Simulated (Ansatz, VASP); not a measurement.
# Au in VASP and in Ansatz

```
Au
1.0
     0.00000    2.07826    2.07826
     2.07826    0.00000    2.07826
     2.07826    2.07826    0.00000
Au
1
Direct
  0.00000 0.00000 0.00000
```

Alike in both runs: task single point; functional PBE; k mesh 11 × 11 × 11; occupations fermi-dirac, width 0.1 eV; no spin polarisation.

```csv
,VASP,Ansatz
version,VASP 6.6.1,Ansatz 0.2.0
potentials or method,"VASP PAW PBE potentials, release 64 (Au)","plane waves (420 eV) with PAW, scalar-relativistic"
plane-wave cutoff (eV),520,420
valence electrons in the cell,11,19
```

Ansatz gave:

```
pressure (GPa) : 0.0
```

Q: What did VASP give for the same quantities?

A: Pressure (GPa): -0.2.

The two sets of potentials don't hold the same shells in valence.

Spin-orbit coupling is left out, which matters for the levels of Au.
